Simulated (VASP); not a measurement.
Al15ZnO24 (a cell with a defect) (Corundum): electric field gradients with PBE

The system is Al15ZnO24 (a cell with a defect) (Corundum).

```
Zn Al O
1.0
    -4.76050   -2.74848    4.33187
     4.76050   -2.74848    4.33187
     0.00000    5.49695    4.33187
Zn Al O
1 15 24
Cartesian
  0.0000 0.0000 4.5765
  0.0000 -2.7485 8.9084
  -2.3803 1.3742 8.9084
  2.3803 1.3742 8.9084
  0.0000 0.0000 1.9213
  0.0000 -2.7485 6.2531
  -2.3802 1.3742 6.2531
  2.3803 1.3742 6.2531
  0.0000 0.0000 8.4191
  0.0000 2.7485 4.0872
  2.3803 -1.3742 4.0872
  -2.3802 -1.3742 4.0872
  0.0000 0.0000 11.0743
  0.0000 2.7485 6.7425
  2.3803 -1.3742 6.7425
  -2.3803 -1.3742 6.7425
  -0.9203 1.3742 7.5808
  3.8402 1.3742 7.5808
  1.4600 0.0000 3.2489
  1.4600 -2.7485 7.5808
  -0.7300 -1.4841 7.5808
  -0.7300 1.2644 3.2489
  1.6503 2.6386 7.5808
  -3.1102 2.6386 7.5808
  1.6503 0.1099 7.5808
  -3.1102 0.1099 7.5808
  -0.7300 -4.0128 7.5808
  -0.7300 -1.2644 3.2489
  0.9203 -1.3742 5.4148
  -3.8402 -1.3742 5.4148
  -1.4600 0.0000 9.7467
  -1.4600 2.7485 5.4148
  0.7300 1.4841 5.4148
  0.7300 -1.2644 9.7467
  -1.6503 -2.6386 5.4148
  3.1102 -2.6386 5.4148
  -1.6503 -0.1099 5.4148
  3.1102 -0.1099 5.4148
  0.7300 4.0128 5.4148
  0.7300 1.2644 9.7467
```

```json
{"Program": "VASP 6.6.1", "Task": "electric field gradients", "Functional": "PBE", "Potentials or basis": "VASP PAW PBE potentials, release 64 (Zn, Al, O)", "Cutoff": "520 eV", "k mesh": "3 × 3 × 3", "Occupations": "fermi-dirac, width 0.01 eV", "Spin": "no spin polarisation", "Dipole correction": "no", "Charge": "-1", "Further INCAR settings": "LREAL = Auto; ALGO = Fast; EDIFF = 1e-08; NBANDS = 126; NELECT = 202.0"}
```

* Largest force: 3.873 eV/Å
* Band gap on the k mesh: 4.40 eV, direct

Forces on the atoms (eV/Å):
```
Zn   0.000  0.000  0.891
Al   0.042 -0.079  0.020
Al  -0.090  0.003  0.020
Al   0.047  0.076  0.020
Al   0.000  0.000  1.344
Al   0.306  0.788 -0.385
Al   0.529 -0.659 -0.385
Al  -0.836 -0.129 -0.385
Al   0.000  0.000 -0.289
Al   0.071 -1.197  0.291
Al  -1.071  0.537  0.291
Al   1.001  0.659  0.291
Al   0.000  0.000 -0.029
Al   0.045  0.113 -0.182
Al   0.075 -0.095 -0.182
Al  -0.120 -0.017 -0.182
O   -0.106 -0.106  0.291
O    0.031  0.200 -0.074
O    2.202  0.101 -2.084
O   -0.290 -0.185  0.134
O    0.145 -0.039  0.291
O   -1.188  1.857 -2.084
O    0.305 -0.159  0.134
O   -0.189 -0.074 -0.074
O   -0.039  0.145  0.291
O   -0.015  0.343  0.134
O    0.158 -0.127 -0.074
O   -1.014 -1.957 -2.084
O    1.966 -2.862  1.715
O   -0.229 -0.012 -0.303
O    0.242  0.065  0.044
O   -0.305  0.178 -0.105
O    1.495  3.134  1.715
O   -0.177  0.177  0.044
O   -0.002 -0.353 -0.105
O    0.125 -0.193 -0.303
O   -3.462 -0.272  1.715
O    0.307  0.175 -0.105
O    0.104  0.204 -0.303
O   -0.065 -0.242  0.044
```

Levels at points of the mesh, in eV from the valence-band top:
```tsv
k point	band 97	band 98	band 99	band 100	band 101	band 102	band 103	band 104	band 105	band 106
(0.00, 0.00, 0.00)	-1.60	-1.60	-1.39	0.00	0.00	4.40	7.31	7.82	7.84	7.84
```

Electric field gradients, principal values (V/Å²):
| atom | Vxx | Vyy | Vzz |
| --- | --- | --- | --- |
| 1 Zn | -8.864 | -8.864 | 17.729 |
| 2 Al | -2.364 | -4.232 | 6.596 |
| 3 Al | -2.364 | -4.232 | 6.596 |
| 4 Al | -2.364 | -4.232 | 6.596 |
| 5 Al | -3.082 | -3.082 | 6.165 |
| 6 Al | -0.905 | -6.517 | 7.422 |
| 7 Al | -0.905 | -6.517 | 7.422 |
| 8 Al | -0.905 | -6.517 | 7.422 |
| 9 Al | -3.336 | -3.336 | 6.672 |
| 10 Al | -2.018 | -4.216 | 6.233 |
| 11 Al | -2.018 | -4.216 | 6.233 |
| 12 Al | -2.018 | -4.216 | 6.233 |
| 13 Al | -3.123 | -3.123 | 6.246 |
| 14 Al | 1.298 | 8.530 | -9.828 |
| 15 Al | 1.298 | 8.530 | -9.828 |
| 16 Al | 1.298 | 8.530 | -9.828 |
| 17 O | 11.104 | 29.384 | -40.487 |
| 18 O | 10.050 | 28.635 | -38.685 |
| 19 O | 6.206 | 34.379 | -40.586 |
| 20 O | 8.898 | 25.538 | -34.436 |
| 21 O | 11.104 | 29.384 | -40.487 |
| 22 O | 6.206 | 34.379 | -40.586 |
| 23 O | 8.898 | 25.538 | -34.436 |
| 24 O | 10.050 | 28.635 | -38.685 |
| 25 O | 11.104 | 29.384 | -40.487 |
| 26 O | 8.898 | 25.538 | -34.436 |
| 27 O | 10.050 | 28.635 | -38.685 |
| 28 O | 6.206 | 34.379 | -40.586 |
| 29 O | 8.217 | 27.252 | -35.469 |
| 30 O | 7.559 | 27.516 | -35.075 |
| 31 O | 8.167 | 28.956 | -37.123 |
| 32 O | 10.842 | 31.462 | -42.304 |
| 33 O | 8.217 | 27.252 | -35.469 |
| 34 O | 8.167 | 28.956 | -37.123 |
| 35 O | 10.842 | 31.462 | -42.304 |
| 36 O | 7.559 | 27.516 | -35.075 |
| 37 O | 8.217 | 27.252 | -35.469 |
| 38 O | 10.842 | 31.462 | -42.304 |
| 39 O | 7.559 | 27.516 | -35.075 |
| 40 O | 8.167 | 28.956 | -37.123 |

It took 11 min on 1 thread of Intel(R) Xeon(R) 6975P-C (Granite Rapids), with other jobs on the host, peak memory 0.48 GiB.

Caveat: the cell carries a net charge on a neutralising background, which shifts energy and pressure; the cell is charged against a uniform background, so pressure and absolute levels hang on convention. PBE gaps usually lie below the measured ones, often by a third to a half.
